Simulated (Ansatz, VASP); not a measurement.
**One calculation of Al2H5, two programs**

```
CELL_PARAMETERS angstrom
4.48548 0.00000 0.00000
-2.24274 3.88454 0.00000
0.00000 0.00000 4.60620
ATOMIC_POSITIONS crystal
Al 0.00000 0.00000 0.00000
Al 0.33333 0.66667 0.00000
H 0.73718 0.26282 0.50000
H 0.73718 0.47437 0.50000
H 0.52563 0.26282 0.50000
H 0.00000 0.00000 0.59735
H 0.00000 0.00000 0.40265
```

Alike in both runs: functional PBE; k mesh 6 × 6 × 4; occupations gaussian, width 0.1 eV; no spin polarisation.

Ansatz relaxed the structure, and its values are those at the end. VASP's run is a single point on that final structure, the one shown.

```csv
,VASP,Ansatz
version,VASP 6.6.1,Ansatz 0.2.0
potentials or method,"VASP PAW PBE potentials, release 64 (Al, H)","scalar-relativistic, plane waves, PAW"
plane-wave cutoff (eV),520,420
valence electrons in the cell,11,11
```

|  | VASP | Ansatz | Ansatz less VASP |
| --- | --- | --- | --- |
| gap on the k mesh at the Fermi level (eV) | none | none | - |
| pressure (GPa) | -0.1 | 0.0 | +0.12 |
| rms of the force components (eV/Å) | 0.006 | 0.006 | -0.0003 |

A gap of «none» marks a metal or a gap that the smearing closes.
